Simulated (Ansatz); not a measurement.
Crystal: MoP.

```
Mo P
1.0
     3.22300    0.00000    0.00000
    -1.61150    2.79120    0.00000
     0.00000    0.00000    3.19100
Mo P
1 1
Cartesian
  0.0000 0.0000 0.0000
  0.0000 1.8608 1.5955
```

Base run:

- Program: Ansatz 0.2.0
- Functional: PBEsol
- Potentials or basis: all-electron LAPW, scalar-relativistic
- Cutoff: 254 eV (chosen from the basis error)
- Basis error allowed: 0.001 eV/atom
- k mesh: 10 × 10 × 8
- Occupations: fermi-dirac, width 0.05 eV
- Spin: no spin polarisation
- Hubbard terms: Mo d U = 4 eV

Its results: band gap on the k mesh none (metal or under the smearing width); pressure -5.1 GPa.

Problem. The run is repeated on the same cell with these changes: hubbard terms from Mo d U = 4 eV to Mo d U = 2 eV. What comes out?

Solution. Band gap on the k mesh none (metal or under the smearing width); pressure -4.4 GPa.

Caveats: U is the effective U less J, on atomic orbitals that reach past the spheres; U without spin polarisation on a metal has little footing; the U is typed as a test and isn't derived for this compound.
